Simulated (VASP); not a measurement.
Here is a VASP 6.6.1 calculation.

Contents of INCAR:

```
PREC = Accurate
ENCUT = 520
EDIFF = 1E-7
ISMEAR = 0
SIGMA = 0.018000000000000002
LREAL = F
LASPH = T
NELM = 100
ALGO = Normal
ISIF = 2
LWAVE = F
LCHARG = F
GGA = PE
NBANDS = 11
```

The input KPOINTS:

```
Automatic mesh
0
Gamma
  11 11 11
```

The input POSCAR:

```
MgO
1.0
    0.0000000000      2.0970013927      2.0970013927
    2.0970013927      0.0000000000      2.0970013927
    2.0970013927      2.0970013927      0.0000000000
Mg O
1 1
Direct
    0.0000000000      0.0000000000      0.0000000000
    0.5000000000      0.5000000000      0.5000000000
```

Potentials or basis: VASP PAW PBE potentials, release 64 (Mg, O).

Command:

```console
$ cat potpaw_PBE.64/Mg/POTCAR potpaw_PBE.64/O/POTCAR > POTCAR
$ mpirun -np 1 vasp_std > vasp.out
```

Task: What does it give for the pressure?

Result: 6.2 GPa.

Task: What does it give for the band gap on the k mesh?

Result: 4.85 eV, direct.

**What was measured.**

From “Electronic structure of alkaline earth and post-transition metal oxides”, 2009, arxiv:0908.1581, for a bulk crystal of MgO: band gap 7.83 eV.

Measured gap of MgO: 7.83 eV (quoted in “Electronic structure of alkaline earth and post-transition metal oxides”, 2009, arxiv:0908.1581). This calculation gives 4.85 eV (-2.98 eV). The value is that of PBE, without temperature or zero-point motion. Semilocal functionals fall short of measured gaps as a rule. The cell is a database's relaxed one, not the measured one, which moves gaps too.
